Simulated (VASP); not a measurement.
# Pt in VASP: a series of runs

One sheet, Pt, is run at these levels: PBE+U, BLYP, BLYP+D3; tasks: single point, relaxation of the atoms.

All numbers are computed with VASP 6.6.1; they aren't measurements. Logs are shortened: lines on timing, memory, paths and dates and some standing lists are left out, and cuts for length are marked.

**1. Starting point**

The cell holds a sheet with vacuum, 1 atom: a = 2.523 Å, b = 2.523 Å, c = 23.800 Å, α = 90.00°, β = 90.00°, γ = 90.00°.

The cell was built by a generator and needn't be a form met in nature.

**2. Single point, PBE+U**

Input file INCAR:

```
SYSTEM = Pt
ALGO     = Normal         ! electronic algorithm
DIPOL    = 0.5 0.5 0.294
EDIFF    = 1E-7           ! SCF threshold, eV
ENCUT    = 520            ! plane-wave cutoff, eV
GGA      = PE             ! functional
IDIPOL   = 3            
ISIF     = 2              ! what is computed and relaxed
ISMEAR   = -1             ! smearing method
LASPH    = .TRUE.         ! aspherical terms in the spheres
LCHARG   = .FALSE.        ! write CHGCAR
LDAU     = .TRUE.         ! DFT+U
LDAUJ    = 0            
LDAUL    = 2              ! shell
LDAUPRINT= 1            
LDAUTYPE = 2            
LDAUU    = 8              ! U, eV
LDIPOL   = .TRUE.       
LMAXMIX  = 4              ! l up to which the mixer works
LREAL    = .FALSE.        ! projectors in reciprocal space
LWAVE    = .FALSE.        ! write WAVECAR
NELM     = 100            ! most SCF steps
PREC     = Accurate       ! precision mode
SIGMA    = 0.05           ! smearing width, eV
```

Input file KPOINTS:

```
k-points
0
G
  10 10 1
  0 0 0
```

Input file POSCAR:

```
Pt
1.0
    2.5230800000      0.0000000000      0.0000000000
    0.0000000000      2.5230800000      0.0000000000
    0.0000000000      0.0000000000     23.8000000000
Pt
1
Direct
    0.0000000000      0.0000000000      0.2941200000
```

Potentials or basis: VASP PAW PBE potentials, release 64 (Pt).

Run with:

```console
cat potpaw_PBE.64/Pt/POTCAR > POTCAR
mpirun -np 1 vasp_std > vasp.out
```

OUTCAR:

```text
SYSTEM = Pt
   EDIFF = 1E-7
   ENCUT = 520
   GGA = PE
   ISIF = 2
   ISMEAR = -1
   LASPH = .TRUE.
   LREAL = .FALSE.
   NELM = 100
   PREC = Accurate

 ion  position               nearest neighbor table
   1  0.000  0.000  0.294-

  LATTYP: Found a simple tetragonal cell.
 ALAT       =     2.5230800000
 C/A-ratio  =     9.4329153257

  Lattice vectors:

 A1 = (   2.5230800000,   0.0000000000,   0.0000000000)
 A2 = (   0.0000000000,   2.5230800000,   0.0000000000)
 A3 = (   0.0000000000,   0.0000000000,  23.8000000000)

Analysis of symmetry for initial positions (statically):
=====================================================================
 Subroutine PRICEL returns:
 Original cell was already a primitive cell.

 Routine SETGRP: Setting up the symmetry group for a
 simple tetragonal supercell.

 Subroutine GETGRP returns: Found 16 space group operations
 (whereof  8 operations were pure point group operations)
 out of a pool of 16 trial point group operations.

The static configuration has the point symmetry C_4v.
 The point group associated with its full space group is D_4h.

Analysis of symmetry for dynamics (positions and initial velocities):
=====================================================================
 Subroutine PRICEL returns:
 Original cell was already a primitive cell.

 Routine SETGRP: Setting up the symmetry group for a
 simple tetragonal supercell.

 Subroutine GETGRP returns: Found 16 space group operations
 (whereof  8 operations were pure point group operations)
 out of a pool of 16 trial point group operations.

The dynamic configuration has the point symmetry C_4v.
 The point group associated with its full space group is D_4h.

 Subroutine INISYM returns: Found 16 space group operations
 (whereof  8 operations are pure point group operations),
 and found     1 'primitive' translations

----------------------------------------------------------------------------------------

                                     Primitive cell

  volume of cell :     151.5092

  direct lattice vectors                    reciprocal lattice vectors
     2.523080000  0.000000000  0.000000000     0.396340980  0.000000000  0.000000000
     0.000000000  2.523080000  0.000000000     0.000000000  0.396340980  0.000000000
     0.000000000  0.000000000 23.800000000     0.000000000  0.000000000  0.042016807

  length of vectors
     2.523080000  2.523080000 23.800000000     0.396340980  0.396340980  0.042016807

  position of ions in fractional coordinates (direct lattice)
     0.000000000  0.000000000  0.294120000

  ion indices of the primitive-cell ions
   primitive index   ion index
                 1           1

----------------------------------------------------------------------------------------

 KPOINTS: k-points

Automatic generation of k-mesh.
 Grid dimensions read from file:
 generate k-points for:   10   10    1

 Generating k-lattice:

  Cartesian coordinates                     Fractional coordinates (reciprocal lattice)
     0.039634098  0.000000000  0.000000000     0.100000000  0.000000000  0.000000000
     0.000000000  0.039634098  0.000000000     0.000000000  0.100000000  0.000000000
     0.000000000  0.000000000  0.042016807     0.000000000  0.000000000  1.000000000

  Length of vectors
     0.039634098  0.039634098  0.042016807

[... 42 lines left out ...]
   ICHARG =      2    charge: 1-file 2-atom 10-const
   ISPIN  =      1    spin polarized calculation?
   LNONCOLLINEAR =      F non collinear calculations
   LSORBIT =      F    spin-orbit coupling
   LASPH  =      T    aspherical Exc in radial PAW
   ENCUT  =  520.0 eV  38.22 Ry    6.18 a.u.   4.69  4.69 44.25*2*pi/ulx,y,z
   NELM   =    100;   NELMIN=  2; NELMDL= -5     # of ELM steps
   EDIFF  = 0.1E-06   stopping-criterion for ELM
   LREAL  =      F    real-space projection
   EDIFFG = 0.1E-05   stopping-criterion for IOM
   NSW    =      0    number of steps for IOM
   IBRION =     -1    ionic relax: 0-MD 1-quasi-New 2-CG
   NFREE  =      0    steps in history (QN), initial steepest desc. (CG)
   ISIF   =      2    stress and relaxation
   ISYM   =      2    0-nonsym 1-usesym 2-fastsym
   POTIM  = 0.5000    time-step for ionic-motion
   TEBEG  =    0.0;   TEEND  =   0.0 temperature during run
   PSTRESS=    0.0 pullay stress
   NELECT =      10.0000    total number of electrons
   NUPDOWN=      -1.0000    fix difference up-down
   EMIN   =  10.00;   EMAX   =-10.00  energy-range for DOS
   EFERMI =   0.00;   METHOD = LEGACY
   ISMEAR =    -1;   SIGMA  =   0.05  broadening in eV -4-tet -1-fermi 0-gaus
   EFERMI_NEDOS =   21; number of points for ismear=-14 and -15
   IALGO  =     38    algorithm
   IMIX   =      4    mixing-type and parameters
     AMIX     =   0.40;   BMIX     =  1.00
     AMIX_MAG =   1.60;   BMIX_MAG =  1.00
  volume/ion in A,a.u.               =     151.51      1022.43
  Fermi-wavevector in a.u.,A,eV,Ry     =   0.661599  1.250242  5.955459  0.437714
  Thomas-Fermi vector in A             =   1.734409
   LORBIT       =      0    0 simple, 1 ext, 2 COOP (PROOUT), +10 PAW based schemes
 LDA+U is selected, type is set to LDAUTYPE =  2
   angular momentum for each species LDAUL =     2
   U (eV)           for each species LDAUU =   8.0
   J (eV)           for each species LDAUJ =   0.0
   GGA     = PE    functional components
   LHFCALC =     F    Hartree Fock is set to
   AEXX    =    0.0000 exact exchange contribution
   IVDW    =     0    specifies the selected vdW correction
   LEPSILON=     F    determine dielectric tensor
   LRPA    =     F    only Hartree local field effects (RPA)
 non-spin polarized calculation
  energy-cutoff  :      520.00
  volume of cell :      151.51
 maximum number of plane-waves:      4149
 NGX is ok and might be reduce to    20
   NGX =  9   NGY =  9   NGZ = 89

 dipolmoment           0.000000      0.000000     -0.000000 electrons x Angstroem

atom =   1  type =  1  l = 2

 onsite density matrix

spin component  1

  0.6922 -0.0000  0.0000 -0.0000 -0.0000
 -0.0000  0.9830  0.0000  0.0000 -0.0000
  0.0000  0.0000  0.9850  0.0000  0.0000
 -0.0000  0.0000  0.0000  0.9830 -0.0000
 -0.0000 -0.0000  0.0000 -0.0000  0.8564

spin component  2

  0.6922 -0.0000  0.0000 -0.0000 -0.0000
 -0.0000  0.9830  0.0000  0.0000 -0.0000
  0.0000  0.0000  0.9850  0.0000  0.0000
 -0.0000  0.0000  0.0000  0.9830 -0.0000
 -0.0000 -0.0000  0.0000 -0.0000  0.8564

 occupancies and eigenvectors

  o =  0.6922  v =  1.0000  0.0000  0.0000  0.0000  0.0000  0.0000  0.0000  0.0000  0.0000  0.0000      0.0000  0.0000  0.0000  0.0000  0.0000  0.0000  0.0000  0.0000  0.0000  0.0000
  o =  0.6922  v =  0.0000  0.0000  0.0000  0.0000  0.0000  1.0000  0.0000  0.0000  0.0000  0.0000      0.0000  0.0000  0.0000  0.0000  0.0000  0.0000  0.0000  0.0000  0.0000  0.0000
  o =  0.8564  v =  0.0000  0.0000  0.0000 -0.0000 -1.0000  0.0000  0.0000  0.0000  0.0000  0.0000      0.0000  0.0000  0.0000  0.0000  0.0000  0.0000  0.0000  0.0000  0.0000  0.0000
  o =  0.8564  v =  0.0000  0.0000  0.0000  0.0000  0.0000  0.0000  0.0000  0.0000 -0.0000 -1.0000      0.0000  0.0000  0.0000  0.0000  0.0000  0.0000  0.0000  0.0000  0.0000  0.0000
  o =  0.9830  v =  0.0000 -0.9998  0.0000  0.0201 -0.0000  0.0000  0.0000  0.0000  0.0000  0.0000      0.0000  0.0000  0.0000  0.0000  0.0000  0.0000  0.0000  0.0000  0.0000  0.0000
  o =  0.9830  v =  0.0000  0.0000  0.0000  0.0000  0.0000  0.0000 -0.9998  0.0000  0.0201 -0.0000      0.0000  0.0000  0.0000  0.0000  0.0000  0.0000  0.0000  0.0000  0.0000  0.0000
  o =  0.9830  v =  0.0000  0.0000  0.0000  0.0000  0.0000  0.0000 -0.0201  0.0000 -0.9998 -0.0000      0.0000  0.0000  0.0000  0.0000  0.0000  0.0000  0.0000  0.0000  0.0000  0.0000
  o =  0.9830  v =  0.0000 -0.0201  0.0000 -0.9998 -0.0000  0.0000  0.0000  0.0000  0.0000  0.0000      0.0000  0.0000  0.0000  0.0000  0.0000  0.0000  0.0000  0.0000  0.0000  0.0000
  o =  0.9850  v =  0.0000  0.0000  0.0000  0.0000  0.0000  0.0000  0.0000  1.0000  0.0000  0.0000      0.0000  0.0000  0.0000  0.0000  0.0000  0.0000  0.0000  0.0000  0.0000  0.0000
  o =  0.9850  v =  0.0000  0.0000  1.0000  0.0000  0.0000  0.0000  0.0000  0.0000  0.0000  0.0000      0.0000  0.0000  0.0000  0.0000  0.0000  0.0000  0.0000  0.0000  0.0000  0.0000

 number of electron      10.0000003 magnetization

 dipolmoment           0.000000      0.000000      0.000000 electrons x Angstroem

 Free energy of the ion-electron system (eV)
  ---------------------------------------------------
  ext. energy  EPLUGINS =         0.00000000
  ---------------------------------------------------
  free energy    TOTEN  =         0.05484541 eV

  energy without entropy =        0.06153526  energy(sigma->0) =        0.05819034

 E-fermi :  -4.8898     XC(G=0):  -1.9673

 val. band max:       -4.9798775106   @ k =   0.2000   0.2000   0.0000
 cond. band min:      -4.7952369715   @ k =   0.3000   0.1000   0.0000
 fundamental gap:      0.1846405391
 Fermi energy:        -4.8897748098

 k-point     1 :       0.0000    0.0000    0.0000
  band No.  band energies     occupation
      1     -12.0074      2.00000
      2     -11.9607      2.00000
      3      -7.2880      2.00000
      4      -6.4581      2.00000
      5      -6.4581      2.00000
      6      -3.5493      0.00000
      7      -1.9125      0.00000
      8       1.3342      0.00000
      9       1.7286      0.00000
[... 229 lines left out ...]
 k-point    21 :       0.5000    0.5000    0.0000
  band No.  band energies     occupation
      1     -10.4485      2.00000
      2      -9.4527      2.00000
      3      -9.4527      2.00000
      4      -6.3542      2.00000
      5      -2.7879      0.00000
      6       4.6533      0.00000
      7       4.6533      0.00000
      8       8.3599      0.00000
      9       9.2414      0.00000

------------------------ aborting loop because EDIFF is reached ----------------------------------------

 vacuum level on the upper side and lower side of the slab       (xc-potential included)        -0.009        -0.009

  FORCE on cell =-STRESS in cart. coord.  units (eV):
  Direction    XX          YY          ZZ          XY          YZ          ZX
  --------------------------------------------------------------------------------------
  -------------------------------------------------------------------------------------
  Total       -1.8938667     -1.8938667     -0.0483315      0.0000000      0.0000000      0.0000000
  in kB      -20.0272352    -20.0272352     -0.5110953      0.0000000      0.0000000      0.0000000
  external PRESSURE =     -13.5218552 kB  Pullay stress =       0.0000000 kB

 VOLUME and BASIS-vectors are now :
 -----------------------------------------------------------------------------
  energy-cutoff  :      520.00
  volume of cell :      151.51
      direct lattice vectors                 reciprocal lattice vectors
     2.523080000  0.000000000  0.000000000     0.396340980  0.000000000  0.000000000
     0.000000000  2.523080000  0.000000000     0.000000000  0.396340980  0.000000000
     0.000000000  0.000000000 23.800000000     0.000000000  0.000000000  0.042016807

 POSITION                                       TOTAL-FORCE (eV/Angst)
 -----------------------------------------------------------------------------------
      0.00000      0.00000      7.00006         0.000000      0.000000     -0.000000
 -----------------------------------------------------------------------------------
    total drift:                               -0.000000     -0.000000      0.000011

  FREE ENERGIE OF THE ION-ELECTRON SYSTEM (eV)
  ---------------------------------------------------
  free  energy   TOTEN  =         0.0548454108 eV

  energy  without entropy=        0.0615352596  energy(sigma->0) =        0.05819034

 vacuum level on the upper side and lower side of the slab         1.487         1.485
```

It took 58 s on 1 thread of AMD EPYC 7R43 (Zen 3), shared host; peak memory 0.2 GiB.

Results:

```
Free energy            : 0.0548 eV
Band gap on the k mesh : none (metal or under the smearing width)
```

Levels at points of the mesh, in eV from the Fermi level:
| k point | band 3 | band 4 | band 5 | band 6 | band 7 | band 8 |
| --- | --- | --- | --- | --- | --- | --- |
| (0.00, 0.00, 0.00) | -2.40 | -1.57 | -1.57 | 1.34 | 2.98 | 6.22 |
| (0.50, 0.00, 0.00) | -1.71 | -1.20 | -1.17 | 3.49 | 6.74 | 8.70 |
| (0.50, 0.50, 0.00) | -4.56 | -1.46 | 2.10 | 9.54 | 9.54 | 13.25 |

Eigenvalues of the final occupation matrices:
| site | spin | trace | eigenvalues |
| --- | --- | --- | --- |
| site 1 d | 1 | 4.50 | 0.69 0.86 0.98 0.98 0.98 |
| site 1 d | 2 | 4.50 | 0.69 0.86 0.98 0.98 0.98 |

Caveat: U without spin polarisation on a metal has little footing; the U is typed as a test and isn't derived for this compound. Spin-orbit coupling is left out, which matters for the levels of Pt.

**3. Relaxation of the atoms, BLYP**

Input file INCAR:

```
SYSTEM = Pt
PREC = Accurate
ENCUT = 520
EDIFF = 1E-7
ISMEAR = -1
SIGMA = 0.05
LREAL = .FALSE.
LASPH = .TRUE.
NELM = 100
ALGO = Fast
ISIF = 2
LWAVE = .FALSE.
LCHARG = .FALSE.
LDIPOL = .TRUE.
IDIPOL = 3
DIPOL = 0.5 0.5 0.294
GGA = B5
ALDAX = 1.0
AGGAX = 1.0
AGGAC = 1.0
ALDAC = 0.0
IBRION = 2
NSW = 40
EDIFFG = -0.02
```

Input file KPOINTS:

```
Automatic mesh
0
G
  10 10 1
  0 0 0
```

Changes to POSCAR since step 2:

```diff
@@ -7,3 +7,4 @@
 1
+Selective dynamics
 Direct
-    0.0000000000      0.0000000000      0.2941200000
+    0.0000000000      0.0000000000      0.2941200000  F F F
```

Potentials or basis: VASP PAW PBE potentials, release 64 (Pt).

Run with:

```console
cat potpaw_PBE.64/Pt/POTCAR > POTCAR
mpirun -np 1 vasp_std > vasp.out
```

Run time: 78 s. Hardware: 1 thread of Intel Xeon Platinum 8375C at 2.90GHz (Ice Lake), shared host; peak memory 0.25 GiB.

The run converged. Its results:

* Free energy: -4.1425 eV
* Band gap on the k mesh: none (metal or under the smearing width)

Final structure:
```yaml
crystal:
  lattice:
    - [2.52308, 0.00000, 0.00000]
    - [0.00000, 2.52308, 0.00000]
    - [0.00000, 0.00000, 23.80000]
  atoms:
    - { symbol: Pt, position: [0.00000, 0.00000, 0.29412] }
```

Levels at points of the mesh, in eV from the Fermi level:
| k point | band 1 | band 2 | band 3 | band 4 | band 5 | band 6 | band 7 | band 8 | band 9 |
| --- | --- | --- | --- | --- | --- | --- | --- | --- | --- |
| (0.00, 0.00, 0.00) | -6.96 | -5.81 | -2.22 | 0.08 | 0.08 | 0.99 | 1.79 | 5.80 | 6.17 |
| (0.50, 0.00, 0.00) | -5.23 | -3.77 | -1.50 | -0.85 | 0.46 | 2.17 | 6.39 | 7.40 | 10.73 |
| (0.50, 0.50, 0.00) | -5.81 | -2.84 | -2.84 | -0.12 | 2.94 | 8.01 | 8.01 | 13.06 | 13.23 |

Caveat: the relaxation stopped at its first step, so nothing moved; the PAW data sets were made with another functional, which shifts forces and pressure a little. Spin-orbit coupling is left out, which matters for the levels of Pt.

**4. Relaxation of the atoms, BLYP+D3**

Changes to INCAR since step 3:

```diff
@@ -21,2 +21,7 @@
 ALDAC = 0.0
+IVDW = 11
+VDW_S6 = 1.0
+VDW_S8 = 1.682
+VDW_SR = 1.094
+VDW_SR8 = 1.0
 IBRION = 2
```

KPOINTS is that of step 3.

POSCAR is that of step 3.

Run with:

```console
cat potpaw_PBE.64/Pt/POTCAR > POTCAR
mpirun -np 1 vasp_std > vasp.out
```

Run time: 95 s. Hardware: 1 thread of Intel Xeon Platinum 8375C at 2.90GHz (Ice Lake), shared host; peak memory 0.26 GiB.

The run converged. Its results:

| Property | Result |
| --- | --- |
| Free energy | -4.5847 eV |
| Band gap on the k mesh | none (metal or under the smearing width) |
| Dispersion energy per atom | -0.442 eV |

Final structure:
```
Pt
1.0
     2.52308    0.00000    0.00000
     0.00000    2.52308    0.00000
     0.00000    0.00000   23.80000
Pt
1
Direct
  0.00000 0.00000 0.29412
```

Levels at points of the mesh, in eV from the Fermi level:
```csv
k point,band 3,band 4,band 5,band 6,band 7,band 8
"(0.00, 0.00, 0.00)",-2.22,0.08,0.08,0.99,1.79,5.80
"(0.50, 0.00, 0.00)",-1.50,-0.85,0.46,2.17,6.39,7.40
"(0.50, 0.50, 0.00)",-2.84,-0.12,2.94,8.01,8.01,13.06
```

Caveat: the relaxation stopped at its first step, so nothing moved; the PAW data sets were made with another functional, which shifts forces and pressure a little.

**5. The reference run**

An earlier run on the cell as given: functional PBE; potentials or basis VASP PAW PBE potentials, release 64 (Pt); cutoff 520 eV; k mesh 10 × 10 × 1; occupations fermi-dirac, width 0.05 eV; no spin polarisation.

- Band gap on the k mesh: none (metal or under the smearing width)

**6. Summary**

| task | level | U | cell | atoms held fixed (from 0) | gap on the mesh (eV) |
| --- | --- | --- | --- | --- | --- |
| single point | PBE+U | Pt d U = 8 eV | as given | - | none |
| relaxation of the atoms | BLYP | - | atoms relaxed | [0] | none |
| relaxation of the atoms | BLYP+D3 | - | atoms relaxed | [0] | none |
| single point | PBE | - | as given | - | none |

Alike in all rows: potentials or basis VASP PAW PBE potentials, release 64 (Pt); no spin polarisation; k mesh 10 × 10 × 1; cutoff (eV) 520; smearing fermi-dirac 0.05 eV.

Caveats: the relaxation stopped at its first step, so nothing moved (some runs); the PAW data sets were made with another functional, which shifts forces and pressure a little (some runs); U without spin polarisation on a metal has little footing (some runs); the U is typed as a test and isn't derived for this compound (some runs).

Absolute energies hang on the potentials; compare differences alone.
